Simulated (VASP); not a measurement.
# GaSb (F-43m) in VASP: single point with r2SCAN

Aim: the single point of GaSb with r2SCAN.

Program: VASP 6.6.1. These are calculated values, not measurements. Logs are shortened: lines on timing, memory, paths and dates and some standing lists are left out, and cuts for length are marked.

### Step 1. The undisturbed crystal

It takes space group F-43m (No. 216, cubic). The conventional cell has a = 6.214 Å, b = 6.214 Å, c = 6.214 Å, α = 90.00°, β = 90.00°, γ = 90.00°. Around Ga (site symmetry -43m) lie 4 Sb at 2.69 Å. Sb (site symmetry -43m) has 4 Ga at 2.69 Å as nearest neighbours.

### Step 2. Single point, r2SCAN

POSCAR reads:

```
GaSb
1.0
    0.0000000000      3.1069206344      3.1069206344
    3.1069206344      0.0000000000      3.1069206344
    3.1069206344      3.1069206344      0.0000000000
Ga Sb
1 1
Direct
    0.0000000000      0.0000000000      0.0000000000
    0.2500000000      0.2500000000      0.2500000000
```

INCAR.step1 reads:

```
SYSTEM = GaSb
PREC = Accurate
ENCUT = 520
ISMEAR = 0
SIGMA = 0.1
LREAL = .False.
LASPH = .True.
NELM = 100
NBANDS = 16
GGA = PE
ALGO = Normal
EDIFF = 1E-4
LWAVE = .True.
LCHARG = .False.
```

INCAR.step2 reads:

```
SYSTEM = GaSb
PREC = Accurate
ENCUT = 520
EDIFF = 1E-6
ISMEAR = 0
SIGMA = 0.1
LREAL = .False.
LASPH = .True.
NELM = 100
ALGO = Normal
ISIF = 2
LWAVE = .False.
LCHARG = .True.
METAGGA = R2SCAN
LMIXTAU = .True.
LELF = .True.
LVHAR = .True.
NBANDS = 16
ISTART = 1
```

KPOINTS reads:

```
Automatic mesh
0
Gamma
  12 12 12
  0 0 0
```

Potentials or basis: VASP PAW PBE potentials, release 64 (Ga_d, Sb).

Launch:

```bash
cat potpaw_PBE.64/Ga_d/POTCAR potpaw_PBE.64/Sb/POTCAR > POTCAR
cp INCAR.step1 INCAR
mpirun -np 1 vasp_std > vasp.out
cp INCAR.step2 INCAR
mpirun -np 1 vasp_std > vasp.out
```

OUTCAR:

```text
SYSTEM = GaSb
   PREC = Accurate
   ENCUT = 520
   EDIFF = 1E-6
   ISMEAR = 0
   LREAL = .False.
   LASPH = .True.
   NELM = 100
   ISIF = 2
   METAGGA = R2SCAN
   ISTART = 1

 ion  position               nearest neighbor table
   1  0.000  0.000  0.000-   2 2.69   2 2.69   2 2.69   2 2.69
   2  0.250  0.250  0.250-   1 2.69   1 2.69   1 2.69   1 2.69

  LATTYP: Found a face centered cubic cell.
 ALAT       =     6.2138412688

  Lattice vectors:

 A1 = (   0.0000000000,   3.1069206344,   3.1069206344)
 A2 = (   3.1069206344,   0.0000000000,   3.1069206344)
 A3 = (   3.1069206344,   3.1069206344,   0.0000000000)

Analysis of symmetry for initial positions (statically):
=====================================================================
 Subroutine PRICEL returns:
 Original cell was already a primitive cell.

 Routine SETGRP: Setting up the symmetry group for a
 face centered cubic supercell.

 Subroutine GETGRP returns: Found 24 space group operations
 (whereof 24 operations were pure point group operations)
 out of a pool of 48 trial point group operations.

The static configuration has the point symmetry T_d .

Analysis of symmetry for dynamics (positions and initial velocities):
=====================================================================
 Subroutine PRICEL returns:
 Original cell was already a primitive cell.

 Routine SETGRP: Setting up the symmetry group for a
 face centered cubic supercell.

 Subroutine GETGRP returns: Found 24 space group operations
 (whereof 24 operations were pure point group operations)
 out of a pool of 48 trial point group operations.

The dynamic configuration has the point symmetry T_d .

 Subroutine INISYM returns: Found 24 space group operations
 (whereof 24 operations are pure point group operations),
 and found     1 'primitive' translations

----------------------------------------------------------------------------------------

                                     Primitive cell

  volume of cell :      59.9819

  direct lattice vectors                    reciprocal lattice vectors
     0.000000000  3.106920634  3.106920634    -0.160931050  0.160931050  0.160931050
     3.106920634  0.000000000  3.106920634     0.160931050 -0.160931050  0.160931050
     3.106920634  3.106920634  0.000000000     0.160931050  0.160931050 -0.160931050

  length of vectors
     4.393849298  4.393849298  4.393849298     0.278740755  0.278740755  0.278740755

  position of ions in fractional coordinates (direct lattice)
     0.000000000  0.000000000  0.000000000
     0.250000000  0.250000000  0.250000000

  ion indices of the primitive-cell ions
   primitive index   ion index
                 1           1
                 2           2

----------------------------------------------------------------------------------------

 KPOINTS: Automatic mesh

Automatic generation of k-mesh.
 Grid dimensions read from file:
 generate k-points for:   12   12   12

 Generating k-lattice:

  Cartesian coordinates                     Fractional coordinates (reciprocal lattice)
    -0.013410921  0.013410921  0.013410921     0.083333333  0.000000000  0.000000000
     0.013410921 -0.013410921  0.013410921     0.000000000  0.083333333  0.000000000
     0.013410921  0.013410921 -0.013410921     0.000000000  0.000000000  0.083333333

  Length of vectors
     0.023228396  0.023228396  0.023228396

  Shift w.r.t. Gamma in fractional coordinates (k-lattice)
     0.000000000  0.000000000  0.000000000

 Subroutine IBZKPT returns following result:
 ===========================================

 Found     72 irreducible k-points:

 Following reciprocal coordinates:
            Coordinates               Weight
  0.000000  0.000000  0.000000      1.000000
  0.083333  0.000000  0.000000      8.000000
  0.166667  0.000000  0.000000      8.000000
  0.250000  0.000000  0.000000      8.000000
  0.333333  0.000000  0.000000      8.000000
  0.416667  0.000000  0.000000      8.000000
[... 16 lines left out ...]
  0.500000  0.166667  0.000000     24.000000
 -0.416667  0.166667  0.000000     24.000000
 [... further k-points ...]
   k-points           NKPTS =     72   k-points in BZ     NKDIM =     72   number of bands    NBANDS=     16
   number of dos      NEDOS =    301   number of ions     NIONS =      2
   total plane-waves  NPLWV =  46656
   dimension x,y,z NGX =    36 NGY =   36 NGZ =   36
   dimension x,y,z NGXF=    72 NGYF=   72 NGZF=   72
   ions per type =               1   1
   NGX,Y,Z   is equivalent  to a cutoff of  13.62, 13.62, 13.62 a.u.
   NGXF,Y,Z  is equivalent  to a cutoff of  27.24, 27.24, 27.24 a.u.
 SYSTEM =  GaSb
   PREC   = accura    normal or accurate (medium, high low for compatibility)
   ISTART =      1    job   : 0-new  1-cont  2-samecut
   ICHARG =      0    charge: 1-file 2-atom 10-const
   ISPIN  =      1    spin polarized calculation?
   LNONCOLLINEAR =      F non collinear calculations
   LSORBIT =      F    spin-orbit coupling
   LASPH  =      T    aspherical Exc in radial PAW
   ENCUT  =  520.0 eV  38.22 Ry    6.18 a.u.   8.17  8.17  8.17*2*pi/ulx,y,z
   NELM   =    100;   NELMIN=  2; NELMDL=  0     # of ELM steps
   EDIFF  = 0.1E-05   stopping-criterion for ELM
   LREAL  =      F    real-space projection
   EDIFFG = 0.1E-04   stopping-criterion for IOM
   NSW    =      0    number of steps for IOM
   IBRION =     -1    ionic relax: 0-MD 1-quasi-New 2-CG
   NFREE  =      0    steps in history (QN), initial steepest desc. (CG)
   ISIF   =      2    stress and relaxation
   ISYM   =      2    0-nonsym 1-usesym 2-fastsym
   POTIM  = 0.5000    time-step for ionic-motion
   TEBEG  =    0.0;   TEEND  =   0.0 temperature during run
   PSTRESS=    0.0 pullay stress
   NELECT =      18.0000    total number of electrons
   NUPDOWN=      -1.0000    fix difference up-down
   EMIN   =  10.00;   EMAX   =-10.00  energy-range for DOS
   EFERMI =   0.00;   METHOD = LEGACY
   ISMEAR =     0;   SIGMA  =   0.10  broadening in eV -4-tet -1-fermi 0-gaus
   EFERMI_NEDOS =   21; number of points for ismear=-14 and -15
   IALGO  =     38    algorithm
   IMIX   =      4    mixing-type and parameters
     AMIX     =   0.40;   BMIX     =  1.00
     AMIX_MAG =   1.60;   BMIX_MAG =  1.00
  volume/ion in A,a.u.               =      29.99       202.39
  Fermi-wavevector in a.u.,A,eV,Ry     =   1.096038  2.071211 16.344661  1.201299
  Thomas-Fermi vector in A             =   2.232372
   LORBIT       =      0    0 simple, 1 ext, 2 COOP (PROOUT), +10 PAW based schemes
   METAGGA = R2SCAN    functional components
   LHFCALC =     F    Hartree Fock is set to
   AEXX    =    0.0000 exact exchange contribution
   IVDW    =     0    specifies the selected vdW correction
   LEPSILON=     F    determine dielectric tensor
   LRPA    =     F    only Hartree local field effects (RPA)
 non-spin polarized calculation
 Gauss-broadening in eV      SIGMA  =   0.10
  energy-cutoff  :      520.00
  volume of cell :       59.98
 maximum number of plane-waves:      1639
 NGX is ok and might be reduce to    36
   NGX = 17   NGY = 17   NGZ = 17

 number of electron      17.9999991 magnetization

 Free energy of the ion-electron system (eV)
  ---------------------------------------------------
  ext. energy  EPLUGINS =         0.00000000
  ---------------------------------------------------
  free energy    TOTEN  =       -37.59285006 eV

  energy without entropy =      -37.59275626  energy(sigma->0) =      -37.59280316

 E-fermi :   4.2979     XC(G=0):  -9.5075

 val. band max:        4.2139610597   @ k =   0.0000   0.0000   0.0000
 cond. band min:       4.3147896797   @ k =   0.0000   0.0000   0.0000
 fundamental gap:      0.1008286200
 Fermi energy:         4.2978538631

 k-point     1 :       0.0000    0.0000    0.0000
  band No.  band energies     occupation
      1     -11.1965      2.00000
      2     -11.1965      2.00000
      3     -11.1965      2.00000
      4     -11.1467      2.00000
      5     -11.1467      2.00000
      6      -7.3906      2.00000
[... 8 lines left out ...]
     15      13.1517      0.00000
     16      13.1517      0.00000

 k-point     2 :       0.0833    0.0000    0.0000
  band No.  band energies     occupation
      1     -11.1982      2.00000
      2     -11.1957      2.00000
      3     -11.1957      2.00000
      4     -11.1468      2.00000
      5     -11.1468      2.00000
      6      -7.3192      2.00000
[... 8 lines left out ...]
     15      12.6911      0.00000
     16      12.6911      0.00000

 k-point     3 :       0.1667    0.0000    0.0000
  band No.  band energies     occupation
      1     -11.2028      2.00000
      2     -11.1937      2.00000
      3     -11.1937      2.00000
      4     -11.1470      2.00000
      5     -11.1470      2.00000
      6      -7.1097      2.00000
[... 8 lines left out ...]
     15      12.2296      0.00000
     16      12.2296      0.00000

 k-point     4 :       0.2500    0.0000    0.0000
  band No.  band energies     occupation
      1     -11.2090      2.00000
      2     -11.1911      2.00000
      3     -11.1910      2.00000
      4     -11.1470      2.00000
      5     -11.1470      2.00000
      6      -6.7783      2.00000
[... 8 lines left out ...]
     15      12.2056      0.00000
     16      12.2056      0.00000
[... 324 lines left out ...]
 k-point    22 :       0.4167    0.1667    0.0000
  band No.  band energies     occupation
      1     -11.2220      2.00000
      2     -11.1850      2.00000
      3     -11.1838      2.00000
      4     -11.1500      2.00000
      5     -11.1453      2.00000
      6      -5.9925      2.00000
[... 8 lines left out ...]
     15      13.7432      0.00000
     16      14.5059      0.00000

 k-point    23 :       0.5000    0.1667    0.0000
  band No.  band energies     occupation
      1     -11.2241      2.00000
      2     -11.1842      2.00000
      3     -11.1830      2.00000
      4     -11.1491      2.00000
      5     -11.1458      2.00000
      6      -5.6536      2.00000
[... 8 lines left out ...]
     15      14.4103      0.00000
     16      14.5807      0.00000

 k-point    24 :      -0.4167    0.1667    0.0000
  band No.  band energies     occupation
      1     -11.2240      2.00000
      2     -11.1842      2.00000
      3     -11.1835      2.00000
      4     -11.1481      2.00000
      5     -11.1467      2.00000
      6      -5.5985      2.00000
[... 8 lines left out ...]
     15      13.3062      0.00000
     16      13.8405      0.00000

 [... further k-points ...]

------------------------ aborting loop because EDIFF is reached ----------------------------------------

  FORCE on cell =-STRESS in cart. coord.  units (eV):
  Direction    XX          YY          ZZ          XY          YZ          ZX
  --------------------------------------------------------------------------------------
  -------------------------------------------------------------------------------------
  Total       -0.6942885     -0.6942885     -0.6942885     -0.0000000      0.0000000     -0.0000000
  in kB      -18.5451385    -18.5451385    -18.5451385     -0.0000000      0.0000000     -0.0000000
  external PRESSURE =     -18.5451385 kB  Pullay stress =       0.0000000 kB

 VOLUME and BASIS-vectors are now :
 -----------------------------------------------------------------------------
  energy-cutoff  :      520.00
  volume of cell :       59.98
      direct lattice vectors                 reciprocal lattice vectors
     0.000000000  3.106920634  3.106920634    -0.160931050  0.160931050  0.160931050
     3.106920634  0.000000000  3.106920634     0.160931050 -0.160931050  0.160931050
     3.106920634  3.106920634  0.000000000     0.160931050  0.160931050 -0.160931050

 POSITION                                       TOTAL-FORCE (eV/Angst)
 -----------------------------------------------------------------------------------
      0.00000      0.00000      0.00000         0.000000      0.000000      0.000000
      1.55346      1.55346      1.55346        -0.000000     -0.000000     -0.000000
 -----------------------------------------------------------------------------------
    total drift:                                0.000007      0.000007      0.000007

  FREE ENERGIE OF THE ION-ELECTRON SYSTEM (eV)
  ---------------------------------------------------
  free  energy   TOTEN  =       -37.5928500650 eV

  energy  without entropy=      -37.5927562614  energy(sigma->0) =      -37.59280316
```

Run time: 2.7 min. Hardware: 1 thread of AMD EPYC 9R45 (Zen 5), shared host; peak memory 0.23 GiB.

Results:

```yaml
Free_energy: -37.5929 eV
Pressure: -1.9 GPa
Band_gap_on_the_k_mesh: 0.10 eV, direct
```

Levels at points of the mesh, in eV from the valence-band top:
| k point | band 5 | band 6 | band 7 | band 8 | band 9 | band 10 | band 11 | band 12 | band 13 | band 14 |
| --- | --- | --- | --- | --- | --- | --- | --- | --- | --- | --- |
| (0.00, 0.00, 0.00) | -15.36 | -11.60 | 0.00 | 0.00 | 0.00 | 0.10 | 3.00 | 3.00 | 3.00 | 6.29 |
| (0.50, 0.00, 0.00) | -15.36 | -10.00 | -6.35 | -1.14 | -1.14 | 0.58 | 4.01 | 4.01 | 6.93 | 9.67 |
| (0.50, 0.50, 0.00) | -15.36 | -9.19 | -6.83 | -2.53 | -2.53 | 1.16 | 1.56 | 8.95 | 8.95 | 10.38 |

Caveat: the PAW data sets were made with another functional, which shifts forces and pressure a little; spin-orbit coupling is left out, which moves the levels of the heavy elements.
